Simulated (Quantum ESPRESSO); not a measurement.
## SiC (Moissanite): zone-centre phonons under several settings

```
Si C
1.0
     3.07600    0.00000    0.00000
    -1.53800    2.66389    0.00000
     0.00000    0.00000    5.04800
Si C
2 2
Direct
  0.66667 0.33333 0.50000
  0.33333 0.66667 0.00000
  0.66667 0.33333 0.88500
  0.33333 0.66667 0.38500
```

All runs used Quantum ESPRESSO 7.5; potentials PseudoDojo 0.4.1 SR LDA standard; no spin polarisation; cutoff 1116 eV; occupations smeared at first, fixed for the response.

```tsv
level	k mesh (s: shifted)	geometry	volume (Å³/atom)	pressure (GPa)	lowest optical mode without the field (cm⁻¹)	highest optical mode without the field (cm⁻¹)	sum of the Born charges (e)
LDA	6 × 6 × 4s	relaxed at 0 GPa	10.12	0.0	259	843	-0.20
LDA	6 × 6 × 4s	relaxed at 2 GPa	10.03	2.0	258	851	-0.20
LDA	6 × 6 × 4s	relaxed at 5 GPa	9.91	5.0	258	864	-0.20
LDA	6 × 6 × 4s	relaxed at 10 GPa	?	10.0	?	?	?
LDA	6 × 6 × 4s	relaxed at 15 GPa	9.55	14.9	256	902	-0.19
LDA	6 × 6 × 2s	relaxed at 0 GPa	10.11	0.0	261	844	-0.20
LDA	6 × 6 × 2s	relaxed at 2 GPa	10.03	2.0	261	852	-0.20
LDA	6 × 6 × 2s	relaxed at 5 GPa	9.90	5.0	260	864	-0.20
LDA	6 × 6 × 2s	relaxed at 10 GPa	9.71	10.0	259	884	-0.19
LDA	6 × 6 × 2s	relaxed at 15 GPa	9.54	14.9	258	902	-0.19
```

Question: What stands in the row left open?

Answer: Volume 9.72 Å³/atom; lowest optical mode without the field 257 cm⁻¹; highest optical mode without the field 883 cm⁻¹; sum of the Born charges -0.20 e.

Caveats: some runs use coarse meshes; the cell is more than 3 GPa from zero pressure, which shifts response properties (some runs).

For the row left open. Caveat: the mesh is thin for the dielectric tensor, Born charges and intensities, which usually come out too large; the cell is more than 3 GPa from zero pressure, which shifts response properties; the Born charges break their sum rule by 0.20 e, a sign of too thin a mesh.
